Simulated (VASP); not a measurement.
# BN (P6_3/mmc) in VASP: settings compared

One crystal, BN, is run at these levels: PBE, rev-vdW-DF2, LDA; tasks: evGW0 quasiparticle levels, phonons, band structure.

Everything below comes from runs of VASP 6.6.1. Logs are shortened: lines on timing, memory, paths and dates and some standing lists are left out, and cuts for length are marked.

## (1) The structure

The structure is hexagonal, space group P6_3/mmc (No. 194). The conventional cell has a = 2.507 Å, b = 2.507 Å, c = 6.574 Å, α = 90.00°, β = 90.00°, γ = 120.00°. B (site symmetry -6m2) is surrounded by 3 N at 1.45 Å. Around N (site symmetry -6m2) lie 3 B at 1.45 Å.

## (2) EvGW0 quasiparticle levels, PBE

Contents of POSCAR:

```
BN                                      
1.0
    2.5065023622      0.0000000000      0.0000000000
   -1.2532511811      2.1706947204     -0.0000000000
    0.0000000000     -0.0000000000      6.5737408836
  B               N             
     2     2
Direct
     0.3333333332999970    0.6666666667000030    0.2500000000000000
     0.6666666667000030    0.3333333332999970    0.7500000000000000
     0.3333333332999970    0.6666666667000030    0.7500000000000000
     0.6666666667000030    0.3333333332999970    0.2500000000000000
```

Contents of INCAR.step1:

```
SYSTEM = BN
PREC = Accurate
ENCUT = 500
EDIFF = 1E-8
ISMEAR = 0
SIGMA = 0.01
LREAL = .FALSE.
LASPH = .TRUE.
NELM = 80
ALGO = Fast
LWAVE = .TRUE.
LCHARG = .FALSE.
GGA = PE
KPAR = 4
```

Contents of INCAR.step2:

```
SYSTEM = BN
PREC = Accurate
ENCUT = 500
EDIFF = 1E-8
ISMEAR = 0
SIGMA = 0.01
LREAL = .FALSE.
LASPH = .TRUE.
NELM = 1
ALGO = Exact
LWAVE = .TRUE.
LCHARG = .FALSE.
GGA = PE
KPAR = 4
NBANDS = 142
LOPTICS = .TRUE.
ISTART = 1
```

Contents of INCAR.step3:

```
SYSTEM = BN
PREC = Accurate
ENCUT = 500
EDIFF = 1E-8
ISMEAR = 0
SIGMA = 0.01
LREAL = .FALSE.
LASPH = .TRUE.
ALGO = EVGW0
LWAVE = .FALSE.
LCHARG = .FALSE.
GGA = PE
KPAR = 4
NELMGW = 4
NBANDS = 142
ENCUTGW = 150
NOMEGA = 48
PRECFOCK = Fast
ISTART = 1
NBANDSGW = 16
```

Contents of KPOINTS:

```
Automatic mesh
0
G
  6 6 2
  0 0 0
```

Potentials or basis: VASP PAW PBE potentials, release 64 (B_GW, N_GW).

Launch:

```sh
cat potpaw_PBE.64/B_GW/POTCAR potpaw_PBE.64/N_GW/POTCAR > POTCAR
cp INCAR.step1 INCAR
mpirun -np 4 vasp_std > vasp.out
cp INCAR.step2 INCAR
mpirun -np 4 vasp_std > vasp.out
cp INCAR.step3 INCAR
mpirun -np 4 vasp_std > vasp.out
```

OUTCAR:

```text
SYSTEM = BN
   PREC = Accurate
   ENCUT = 500
   EDIFF = 1E-8
   ISMEAR = 0
   LREAL = .FALSE.
   LASPH = .TRUE.
   GGA = PE
   NELMGW = 4
   ENCUTGW = 150
   PRECFOCK = Fast
   ISTART = 1

 ion  position               nearest neighbor table
   1  0.333  0.667  0.250-   4 1.45   4 1.45   4 1.45
   2  0.667  0.333  0.750-   3 1.45   3 1.45   3 1.45
   3  0.333  0.667  0.750-   2 1.45   2 1.45   2 1.45
   4  0.667  0.333  0.250-   1 1.45   1 1.45   1 1.45

  LATTYP: Found a hexagonal cell.
 ALAT       =     2.5065023622
 C/A-ratio  =     2.6226749205

  Lattice vectors:

 A1 = (   2.5065023622,   0.0000000000,   0.0000000000)
 A2 = (  -1.2532511811,   2.1706947204,   0.0000000000)
 A3 = (   0.0000000000,   0.0000000000,   6.5737408836)

Analysis of symmetry for initial positions (statically):
=====================================================================
 Subroutine PRICEL returns:
 Original cell was already a primitive cell.

 Routine SETGRP: Setting up the symmetry group for a
 hexagonal supercell.

 Subroutine GETGRP returns: Found 24 space group operations
 (whereof 12 operations were pure point group operations)
 out of a pool of 24 trial point group operations.

The static configuration has the point symmetry D_3d.
 The point group associated with its full space group is D_6h.

Analysis of symmetry for dynamics (positions and initial velocities):
=====================================================================
 Subroutine PRICEL returns:
 Original cell was already a primitive cell.

 Routine SETGRP: Setting up the symmetry group for a
 hexagonal supercell.

 Subroutine GETGRP returns: Found 24 space group operations
 (whereof 12 operations were pure point group operations)
 out of a pool of 24 trial point group operations.

The dynamic configuration has the point symmetry D_3d.
 The point group associated with its full space group is D_6h.

 Subroutine INISYM returns: Found 24 space group operations
 (whereof 12 operations are pure point group operations),
 and found     1 'primitive' translations

----------------------------------------------------------------------------------------

                                     Primitive cell

  volume of cell :      35.7667

  direct lattice vectors                    reciprocal lattice vectors
     2.506502362  0.000000000  0.000000000     0.398962321  0.230341003  0.000000000
    -1.253251181  2.170694720  0.000000000     0.000000000  0.460682007  0.000000000
     0.000000000  0.000000000  6.573740884     0.000000000  0.000000000  0.152120386

  length of vectors
     2.506502362  2.506502362  6.573740884     0.460682007  0.460682007  0.152120386

  position of ions in fractional coordinates (direct lattice)
     0.333333333  0.666666667  0.250000000
     0.666666667  0.333333333  0.750000000
     0.333333333  0.666666667  0.750000000
     0.666666667  0.333333333  0.250000000

  ion indices of the primitive-cell ions
   primitive index   ion index
                 1           1
                 2           2
                 3           3
                 4           4

----------------------------------------------------------------------------------------

 KPOINTS: Automatic mesh

Automatic generation of k-mesh.
 Grid dimensions read from file:
 generate k-points for:    6    6    2

 Generating k-lattice:

  Cartesian coordinates                     Fractional coordinates (reciprocal lattice)
     0.066493720  0.038390167  0.000000000     0.166666667  0.000000000  0.000000000
     0.000000000  0.076780334  0.000000000     0.000000000  0.166666667  0.000000000
     0.000000000  0.000000000  0.076060193     0.000000000  0.000000000  0.500000000

  Length of vectors
     0.076780334  0.076780334  0.076060193

  Shift w.r.t. Gamma in fractional coordinates (k-lattice)
     0.000000000  0.000000000  0.000000000

 Subroutine IBZKPT returns following result:
 ===========================================

 Found     14 irreducible k-points:

 Following reciprocal coordinates:
            Coordinates               Weight
  0.000000  0.000000  0.000000      1.000000
  0.166667  0.000000  0.000000      6.000000
  0.333333  0.000000  0.000000      6.000000
  0.500000  0.000000  0.000000      3.000000
  0.166667  0.166667  0.000000      6.000000
  0.333333  0.166667  0.000000     12.000000
  0.333333  0.333333  0.000000      2.000000
  0.000000  0.000000  0.500000      1.000000
  0.166667  0.000000  0.500000      6.000000
  0.333333  0.000000  0.500000      6.000000
  0.500000  0.000000  0.500000      3.000000
  0.166667  0.166667  0.500000      6.000000
  0.333333  0.166667  0.500000     12.000000
  0.333333  0.333333  0.500000      2.000000
   k-points           NKPTS =     14   k-points in BZ     NKDIM =     72   number of bands    NBANDS=    142
   number of dos      NEDOS =    301   number of ions     NIONS =      4
   total plane-waves  NPLWV =  15552
   dimension x,y,z NGX =    18 NGY =   18 NGZ =   48
   dimension x,y,z NGXF=    36 NGYF=   36 NGZF=   96
   ions per type =               2   2
   NGX,Y,Z   is equivalent  to a cutoff of  11.94, 11.94, 12.14 a.u.
   NGXF,Y,Z  is equivalent  to a cutoff of  23.88, 23.88, 24.28 a.u.
 SYSTEM =  BN
   PREC   = accura    normal or accurate (medium, high low for compatibility)
   ISTART =      1    job   : 0-new  1-cont  2-samecut
   ICHARG =      0    charge: 1-file 2-atom 10-const
   ISPIN  =      1    spin polarized calculation?
   LNONCOLLINEAR =      F non collinear calculations
   LSORBIT =      F    spin-orbit coupling
   LASPH  =      T    aspherical Exc in radial PAW
   ENCUT  =  500.0 eV  36.75 Ry    6.06 a.u.   4.57  4.57 11.99*2*pi/ulx,y,z
   NELM   =     60;   NELMIN=  2; NELMDL=  0     # of ELM steps
   EDIFF  = 0.1E-07   stopping-criterion for ELM
   LREAL  =      F    real-space projection
   EDIFFG = 0.1E-06   stopping-criterion for IOM
   NSW    =      0    number of steps for IOM
   IBRION =     -1    ionic relax: 0-MD 1-quasi-New 2-CG
   NFREE  =      0    steps in history (QN), initial steepest desc. (CG)
   ISIF   =      0    stress and relaxation
   ISYM   =      3    0-nonsym 1-usesym 2-fastsym
   POTIM  = 0.5000    time-step for ionic-motion
   TEBEG  =    0.0;   TEEND  =   0.0 temperature during run
   PSTRESS=    0.0 pullay stress
   NELECT =      16.0000    total number of electrons
   NUPDOWN=      -1.0000    fix difference up-down
   EMIN   =  10.00;   EMAX   =-10.00  energy-range for DOS
   EFERMI =   0.00;   METHOD = LEGACY
   ISMEAR =     0;   SIGMA  =   0.01  broadening in eV -4-tet -1-fermi 0-gaus
   EFERMI_NEDOS =   21; number of points for ismear=-14 and -15
   IALGO  =     38    algorithm
   IMIX   =      4    mixing-type and parameters
     AMIX     =   0.40;   BMIX     =  1.00
     AMIX_MAG =   1.60;   BMIX_MAG =  1.00
  volume/ion in A,a.u.               =       8.94        60.34
  Fermi-wavevector in a.u.,A,eV,Ry     =   1.252050  2.366031 21.328890  1.567629
  Thomas-Fermi vector in A             =   2.385969
   LORBIT       =      0    0 simple, 1 ext, 2 COOP (PROOUT), +10 PAW based schemes
   GGA     = PE    functional components
   LHFCALC =     T    Hartree Fock is set to
   PRECFOCK=fast      Normal, Fast or Accurate (Low or Medium for compatibility)
   ENCUT4O =  -1.0   cutoff for four orbital integrals eV
   NKREDX  =     1    reduce k-point grid by
   NKREDY  =     1    reduce k-point grid by
   NKREDZ  =     1    reduce k-point grid by
   AEXX    =    1.0000 exact exchange contribution
   HFSCREEN=    0.0000 screening length (either q_TF or 0.3 A-1)
   HFSCREENC=   0.0000 screening length for correlation (either q_TF or 0.3 A-1)
   ENCUTFOCK=  -1.0 apply spherical cutoff to Coloumb kernel
   IVDW    =     0    specifies the selected vdW correction
   LEPSILON=     F    determine dielectric tensor
   LRPA    =     F    only Hartree local field effects (RPA)
   LRPAFORCE           =     F    calculate RPA forces
   ENCUTGW             = 150.0    cutoff for response function in eV
   ENCUTGWSOFT         = 120.0    soft cutoff for Coulomb kernel in GW response function in eV
   ENCUTLF             =  -1.0    cutoff for local field effects
   NELMGW              =     4    number of iterations in solving QP/BSE equation
   NELMHF              =     1    number of iterations in the inner HF iteration
   NKREDLFX            =     1    NKREDLFY  =   1   NKREDLFZ  =   1
 non-spin polarized calculation
 Gauss-broadening in eV      SIGMA  =   0.01
  energy-cutoff  :      500.00
  volume of cell :       35.77
 maximum number of plane-waves:       932
  NGX = 12; NGY = 12; NGZ = 32
   NGX =  9   NGY =  9   NGZ = 23
 maximum number of plane-waves:       170
 NGX is ok and might be reduce to    10

 QP shifts <psi_nk| G(iteration)W_0 |psi_nk>: iteration 1
 for sc-GW calculations column KS-energies equals QP-energies in previous step
 and V_xc(KS)=  KS-energies - (<T + V_ion + V_H > + <T+V_H+V_ion>^1  + <V_x>^1)

 k-point   1 :       0.0000    0.0000    0.0000
  band No.  KS-energies  QP-energies   sigma(KS)   V_xc(KS)     V^pw_x(r,r')   Z            occupation Imag(sigma)

      1     -15.4161     -17.3029     -18.5250     -15.9266     -26.5955       0.7262       2.0000       1.3450
      2     -15.0985     -16.9519     -18.8408     -16.2788     -26.8679       0.7234       2.0000       1.2724
      3      -3.8638      -5.2218     -14.2052     -12.3406     -18.2399       0.7283       2.0000       0.3937
      4      -1.6299      -2.8065     -16.0290     -14.4506     -19.5417       0.7454       2.0000       0.2211
      5       1.0420      -0.0357     -19.5014     -18.1392     -22.6011       0.7911       2.0000       0.1195
      6       1.0420      -0.0357     -19.5014     -18.1392     -22.6011       0.7911       2.0000       0.1195
[... 8 lines left out ...]
     15      14.6131      15.7884     -12.8396     -14.3675      -7.1296       0.7692       0.0000      -0.2522
     16      15.3952      16.7558     -13.0008     -14.8388      -6.0270       0.7402       0.0000      -0.6919

 k-point   2 :       0.1667    0.0000    0.0000
  band No.  KS-energies  QP-energies   sigma(KS)   V_xc(KS)     V^pw_x(r,r')   Z            occupation Imag(sigma)

      1     -14.8803     -16.7708     -18.6435     -16.0652     -26.5578       0.7332       2.0000       1.2973
      2     -14.5824     -16.4436     -18.9405     -16.4011     -26.8192       0.7329       2.0000       1.2327
      3      -3.1249      -4.4593     -14.3380     -12.5206     -18.1008       0.7342       2.0000       0.3271
      4      -0.9749      -2.1140     -16.1554     -14.6409     -19.4437       0.7521       2.0000       0.1944
      5      -0.9314      -2.1896     -18.9566     -17.3367     -22.4508       0.7767       2.0000       0.1495
      6      -0.8860      -2.1351     -18.9832     -17.3786     -22.4610       0.7785       2.0000       0.1484
[... 8 lines left out ...]
     15      16.2335      17.7614     -12.8009     -14.7719      -7.1416       0.7752       0.0000      -0.2593
     16      16.2335      17.7614     -12.8009     -14.7719      -7.1416       0.7752       0.0000      -0.2593
[... 1054 lines left out ...]
      5      -4.6246      -4.6366     -18.2924      13.6521     -22.3014       0.7627       2.0000       0.1967
      6      -4.6246      -4.6366     -18.2924      13.6521     -22.3014       0.7627       2.0000       0.1967
[... 8 lines left out ...]
     15      19.7688      19.7710     -10.1538      29.9253      -4.5180       0.7978       0.0000      -0.4016
     16      19.7688      19.7710     -10.1538      29.9253      -4.5180       0.7978       0.0000      -0.4016

 k-point  14 :       0.3333    0.3333    0.5000
  band No. old QP-enery  QP-energies   sigma(KS)   T+V_ion+V_H  V^pw_x(r,r')   Z            occupation Imag(sigma)

      1     -13.8475     -13.8628     -19.8971       6.0303     -27.1623       0.7926       2.0000       1.1241
      2     -13.8475     -13.8628     -19.8971       6.0303     -27.1623       0.7926       2.0000       1.1241
      3      -7.2874      -7.3020     -17.3876      10.0804     -21.9763       0.7402       2.0000       0.3254
      4      -7.2874      -7.3020     -17.3876      10.0804     -21.9763       0.7402       2.0000       0.3254
      5      -6.7764      -6.7912     -17.8844      11.0880     -22.4899       0.7367       2.0000       0.2816
      6      -6.7764      -6.7912     -17.8844      11.0880     -22.4899       0.7367       2.0000       0.2816
[... 8 lines left out ...]
     15      21.3954      21.3969     -11.5545      32.9518      -5.8727       0.8024       0.0000      -0.3953
     16      21.3954      21.3969     -11.5545      32.9518      -5.8727       0.8024       0.0000      -0.3953
```

It took 2 min on 4 MPI ranks of Intel Xeon 6975P-C (Granite Rapids), shared host; peak memory 0.42 GiB.

What came out:

```yaml
Band_gap_on_the_k_mesh_mean-field_level: 4.27 eV, indirect (least direct gap 4.65 eV)
Quasiparticle_gap: 6.07 eV
Least_direct_quasiparticle_gap: 6.53 eV
```

Levels at points of the mesh, in eV from the valence-band top:
| k point | band 5 | band 6 | band 7 | band 8 | band 9 | band 10 | band 11 | band 12 |
| --- | --- | --- | --- | --- | --- | --- | --- | --- |
| (0.00, 0.00, 0.00) | -1.33 | -1.33 | -1.29 | -1.29 | 5.33 | 10.43 | 11.54 | 11.55 |
| (0.50, 0.00, 0.00) | -4.14 | -4.07 | -1.47 | -0.40 | 4.27 | 5.70 | 9.52 | 9.92 |
| (0.00, 0.00, 0.50) | -1.31 | -1.31 | -1.31 | -1.31 | 7.75 | 7.75 | 11.60 | 11.60 |
| (0.50, 0.00, 0.50) | -4.11 | -4.11 | -0.91 | -0.91 | 4.74 | 4.74 | 9.90 | 9.90 |

Quasiparticle gap after each update of the energies (eV): 5.78, 6.03, 6.07, 6.07

Caveat: the k mesh is coarse (spacing up to 0.48 Å⁻¹), so the values aren't converged; bands, screening cutoff and mesh are small and nothing is extrapolated, so the quasiparticle values aren't converged. A k mesh can miss the band edges.

(Continued in part 2 of 3.)
